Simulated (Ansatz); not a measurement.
Start from InN in the wurtzite structure (space group P6_3mc, No. 186).

```xyz
4
Lattice="3.5475 0.0000 0.0000 -1.7737 3.0722 0.0000 0.0000 0.0000 5.7226" Properties=species:S:1:pos:R:3 pbc="T T T"
In     1.7737     1.0241     0.0129
In     0.0000     2.0481     2.8742
N      1.7737     1.0241     3.5648
N      0.0000     2.0481     0.7035
```

Cartesian axes are those of the cell as printed.

Method: r2SCAN, PAW, 500 eV (Ansatz, a quantum-chemistry and plane-wave program; no spin-orbit coupling).

For the base:

```
Item                             Value
-----------------------------  -------
Shortest interatomic distance  2.161 Å
Pressure                       0.0 GPa
```

Now apply this change: tensile biaxial strain of 4.45 % in the plane normal to [001], as in epitaxy on a mismatched substrate; the out-of-plane cell vector and the atoms relax.

What does the calculation give for the shortest interatomic distance after the change?

The shortest interatomic distance rises by 0.0261 Å, from 2.161 Å to 2.188 Å.

What happens to the pressure?

The pressure (mean of the normal stresses, compression positive) goes from zero to -6.6 GPa.

Whether these cells are dynamically stable was not tested. All final runs are without spin polarisation. Gaps under 0.05 eV, about the width of the smearing, are given as zero.
